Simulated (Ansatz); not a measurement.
# TaN: how the axes shrink under pressure

TaN, P6/mmm, a = 5.239 Å, c = 2.905 Å. This isn't the usual stable structure of the compound. Ansatz: r2SCAN, PAW, 500 eV, Γ-centred 12×12×12 mesh on 6 atoms, Gaussian smearing 0.10 eV; no spin polarisation. Cell and atoms are relaxed at each pressure, and no other structure is tried, so the rows at high pressure may lie past a change of phase. y = 100 ln(c/c0) with c0 = 2.9048 Å, so nearly a change in per cent. The pressures are the targets, met within 0.05 GPa.

| P (GPa) | y | 100 ln(a/a0) |
| --- | --- | --- |
| -3.0 | ? | ? |
| 0.0 | 0.00 | 0.00 |
| 3.0 | -0.14 | -0.42 |
| 8.0 | -0.38 | -1.09 |
| 15.0 | -0.68 | -1.96 |
| 30.0 | -1.23 | -3.62 |
| 60.0 | -2.07 | -6.42 |

Q: Fit y = c1 P + c2 P² to the other rows, give the linear compressibility along c, and predict the missing y.

A: Least squares on the rows shown. y = −0.04820 P + 0.0002289 P². The linear compressibility along c is −c1/100 = 0.48 per TPa, against 1.37 along a from the same fit to the last column (its missing entry is 0.44): the crystal is softer along a at low pressure. At P = -3.0 the fit asked for gives 0.15. The run gave 0.16, so the fit is 0.01 too low, within twice the rms miss on the fitted rows (0.007).

Spin–orbit coupling is left out, which can shift energies with elements as heavy as these.